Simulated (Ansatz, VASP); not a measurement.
**One calculation of Si, two programs**

The input INCAR:

```
SYSTEM = Si
  ALGO = Normal
  EDIFF = 1E-7
  EDIFFG = -0.005
  ENCUT = 600
  GGA = RE
  IBRION = 2
  ISIF = 3
  ISMEAR = -1
  IVDW = 13
  LASPH = .True.
  LCHARG = .False.
  LREAL = .False.
  LWAVE = .False.
  NELM = 60
  NSW = 80
  PREC = Accurate
  SIGMA = 0.05
```

File KPOINTS:

```
k-points
0
Gamma
  8 8 8
  0 0 0
```

POSCAR

```
Si
1.0
    0.0000000000      2.7218511865      2.7218511865
    2.7218511865      0.0000000000      2.7218511865
    2.7218511865      2.7218511865      0.0000000000
Si
2
Direct
    0.5000000000      0.5000000000      0.5000000000
    0.7500000000      0.7500000000      0.7500000000
```

input.yaml

```yaml
crystal:
  lattice:
    - [0.0, 2.7218511865, 2.7218511865]
    - [2.7218511865, 0.0, 2.7218511865]
    - [2.7218511865, 2.7218511865, 0.0]
  atoms:
    - { symbol: Si, position: [0.5, 0.5, 0.5] }
    - { symbol: Si, position: [0.75, 0.75, 0.75] }
kpoints:
  mp_grid: { grid: [8, 8, 8] }
scf:
  occupations: { method: fermi_dirac, width: 0.05 }
hamiltonian:
  xc: revpbe
  dispersion: d4
  pseudopotentials: { kind: all_electron, lapw: { basis_error: 0.001 } }
output:
  forces: true
  stress: true
relax:
  f_tol: 0.005
  max_steps: 60
  cell: {}
```

Alike in both runs: task relaxation of cell and atoms; functional revPBE; dispersion D4; k mesh 8 × 8 × 8; occupations fermi-dirac, width 0.05 eV; no spin polarisation.

```csv
,VASP,Ansatz
version,VASP 6.6.1,Ansatz 0.2.0
potentials or method,"VASP PAW PBE potentials, release 64 (Si)","all-electron LAPW, scalar-relativistic"
plane-wave cutoff (eV),600,see its input
```

Ansatz gave:

- relaxed volume (Å³/atom): 19.61
- relaxed cell length with the largest relative difference (Å): 3.814
- energy change over the relaxation (meV/atom): -4

Q: What did VASP give for the same quantities?

A: Relaxed volume (Å³/atom): 19.58; relaxed cell length with the largest relative difference (Å): 3.812; energy change over the relaxation (meV/atom): -5.

Ansatz ran all-electron here, so the differences hold the error of VASP's frozen core and of both bases.

Caveats: the PAW data sets were made with another functional, which shifts forces and pressure a little (VASP). revPBE gaps usually lie below the measured ones, often by a third to a half. A k mesh can miss the band edges.
